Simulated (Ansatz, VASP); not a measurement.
Al4As: VASP beside Ansatz

Contents of INCAR:

```
ALGO     = Fast           # electronic algorithm
EDIFF    = 1E-6           # SCF threshold, eV
EDIFFG   = -0.01          # ionic threshold
ENCUT    = 600            # plane-wave cutoff, eV
GGA      = PE             # functional
IBRION   = 2              # ionic algorithm
ISIF     = 3              # what is computed and relaxed
ISMEAR   = 0              # smearing method
LASPH    = T              # aspherical terms in the spheres
LCHARG   = F              # write CHGCAR
LREAL    = F              # projectors in reciprocal space
LWAVE    = F              # write WAVECAR
NELM     = 60             # most SCF steps
NSW      = 100            # ionic steps
PREC     = Accurate       # precision mode
SIGMA    = 0.1            # smearing width, eV
```

KPOINTS

```
k-points
0
Gamma
  10 10 6
```

File POSCAR:

```
Al4As
1.0
    3.9483013318      0.0000000000      0.0000000000
    0.0000000000      3.9483013318      0.0000000000
    0.0000000000      0.0000000000      6.5667270458
Al As
4 1
Direct
    0.5000000000      0.0000000000      0.2963830150
    0.0000000000      0.5000000000      0.7036169850
    0.5000000000      0.0000000000      0.7036169850
    0.0000000000      0.5000000000      0.2963830150
    0.0000000000      0.0000000000      0.0000000000
```

Input for Ansatz:

```yaml
crystal:
  lattice:
    - [3.9483013318, 0.0, 0.0]
    - [0.0, 3.9483013318, 0.0]
    - [0.0, 0.0, 6.5667270458]
  atoms:
    - { symbol: Al, position: [0.5, 0.0, 0.296383015] }
    - { symbol: Al, position: [0.0, 0.5, 0.703616985] }
    - { symbol: Al, position: [0.5, 0.0, 0.703616985] }
    - { symbol: Al, position: [0.0, 0.5, 0.296383015] }
    - { symbol: As, position: [0.0, 0.0, 0.0] }
basis:
  ecutwfc: 420
kpoints:
  mp_grid: { grid: [10, 10, 6] }
hamiltonian:
  xc: pbe
scf:
  occupations: { method: gaussian, width: 0.1 }
output:
  forces: true
  stress: true
  eigenvalues: true
relax:
  adjacent_minimum: "off"
  f_tol: 0.01
  max_steps: 80
  cell: { stress_tol: 0.05 }
```

Change from the starting cell: ordered vacancies on the anion sites of antifluorite (P4/mmm, No. 123).

Alike in both runs: task relaxation of cell and atoms; functional PBE; k mesh 10 × 10 × 6; occupations gaussian, width 0.1 eV; no spin polarisation.

|  | VASP | Ansatz |
| --- | --- | --- |
| version | VASP 6.6.1 | Ansatz 0.2.0 |
| potentials or method | VASP PAW PBE potentials, release 64 (Al, As) | scalar-relativistic, plane waves, PAW |
| plane-wave cutoff (eV) | 600 | 420 |
| valence electrons in the cell | 17 | 27 |

|  | VASP | Ansatz | Ansatz less VASP |
| --- | --- | --- | --- |
| gap on the k mesh at the Fermi level, each at its own relaxed structure (eV) | none | none | - |
| relaxed volume (Å³/atom) | 20.23 | 20.22 | -0.012 |
| relaxed cell length with the largest relative difference (Å) | 6.699 | 6.695 | -0.0044 |
| energy change over the relaxation (meV/atom) | -6 | -6 | +0.1 |

A gap of «none» marks a metal or a gap that the smearing closes. The two sets of potentials don't hold the same shells in valence.
